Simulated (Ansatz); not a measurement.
# Density of states of CdS

```xyz
2
Lattice="0.0000 2.9430 2.9430 2.9430 0.0000 2.9430 2.9430 2.9430 0.0000" Properties=species:S:1:pos:R:3 pbc="T T T"
Cd    0.0000    0.0000    0.0000
S     4.4144    4.4144    4.4144
```

The cell is the one relaxed in the Materials Project (mp-2469), not relaxed further here; entries there can be hypothetical.

All numbers below come from Ansatz 0.2.0, DFT, PBEsol, all-electron LAPW, scalar-relativistic.

Settings: a Γ-centred 7×7×7 k mesh, Fermi–Dirac smearing of 0.02 eV, basis error target 0.5 meV/atom, no spin polarisation.

Problem. Which of the resolved shells contributes most in the top eV of the valence band?

Solution. S 3p, with 90 % of all states there; Cd 4d follows with 6 %.

Problem. Where is the centre of the filled Cd 4d states between -14 eV and the top of the filled states?

Solution. -7.15 eV from the valence-band top.

Problem. Tabulate the density of states.

Solution. States per eV and cell, averaged over 0.4 eV, from -12.1 to 6.1 eV, with energies (bin centres) from the valence-band top; empty bins are left out. The partial columns, the largest 3 alone, are projections on Löwdin-orthogonalised atomic shells (those that the program's projection atoms carry: the occupied ones and, for some elements, an empty d or f shell; other empty shells have no column), summed over atoms of an element. Weights on diffuse s and p shells depend on that basis and aren't pure angular character.
```tsv
E (eV)	total	Cd 4d	S 3p	S 3s
-12.0	1.72	0.08	0.00	1.37
-11.6	3.28	0.29	0.00	2.83
-7.6	8.78	8.21	0.53	0.00
-7.2	12.66	12.37	0.20	0.03
-6.8	3.54	3.18	0.05	0.24
-6.4	0.02	0.02	0.00	0.00
-4.0	1.65	0.04	1.08	0.03
-3.6	1.70	0.08	1.06	0.05
-3.2	0.62	0.04	0.38	0.04
-2.8	0.40	0.03	0.24	0.03
-2.4	0.82	0.05	0.66	0.02
-2.0	1.72	0.09	1.49	0.02
-1.6	2.48	0.12	2.19	0.02
-1.2	2.45	0.14	2.18	0.01
-0.8	2.16	0.13	1.94	0.00
-0.4	0.88	0.06	0.79	0.00
0.0	0.12	0.01	0.11	0.00
1.6	0.02	0.00	0.00	0.00
2.0	0.06	0.00	0.01	0.01
2.4	0.13	0.00	0.03	0.02
2.8	0.27	0.00	0.06	0.03
3.2	0.61	0.00	0.14	0.05
3.6	0.99	0.00	0.22	0.06
4.0	1.45	0.00	0.27	0.05
4.4	1.40	0.00	0.28	0.02
4.8	0.89	0.00	0.18	0.01
5.2	0.96	0.00	0.14	0.00
5.6	1.69	0.00	0.15	0.00
6.0	1.19	0.00	0.06	0.00
```
